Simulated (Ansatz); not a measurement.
Runs of Ansatz 0.2.0 on Ge. Symmetry: Fmmm, No. 69, orthorhombic system. The conventional cell has a = 5.261 Å, b = 5.771 Å, c = 10.231 Å, α = 90.00°, β = 90.00°, γ = 90.00°. Around Ge (site symmetry m2m) lie 5 Ge at 2.61 to 2.73 Å. Ge (site symmetry mm2) is surrounded by 6 Ge at 2.71 to 2.96 Å. This isn't the form of Ge at room conditions, which is diamond.

```tsv
task	level	cell	cutoff (eV)	points for each segment of the path	gap on the mesh (eV)	pressure (GPa)	relaxed volume (Å³/atom)	largest force (eV/Å)
band structure	PBE	as given	420	14	none	(d)	-	0.08
band structure	r2SCAN	as given	500	14	none	-2.6	-	0.21
band structure	PBEsol	as given	420	14	none	-3.7	-	0.09
band structure	LDA	as given	420	14	none	-5.3	-	0.12
band structure	RPBE	as given	420	14	none	1.5	-	0.07
band structure	revPBE	as given	420	14	none	(c)	-	0.07
relaxation of cell and atoms	BLYP+D4	relaxed	420	-	none	0.0	(b)	-
relaxation of cell and atoms	BLYP+D3(BJ)	relaxed	420	-	none	0.0	19.41	0.01
band structure	BLYP	as given	420	14	none	(a)	-	0.12
```

Alike in all rows: potentials or basis Ansatz PAW; no spin polarisation; k mesh 5 × 5 × 5; smearing fermi-dirac 0.05 eV.

Estimate the missing entries.

(a) 6.0; (b) 23.52; (c) 1.0; (d) -0.2.

Caveats: the PAW data sets come from PBE, with cores solved anew for the run's functional, which leaves a small shift of forces and pressure (some runs); the plane-wave basis is chosen anew once the cell has moved, so the energies of steps on either side of that aren't comparable (some runs); pairwise dispersion overbinds metals, which lowers pressure and volume (some runs); the volume moved by over 15 % at a fixed basis, so the end points are rough (some runs).

A k mesh can miss the band edges, and the runs leave out spin-orbit coupling on Ge.

A gap of «none» marks a metal or a gap under the smearing width.
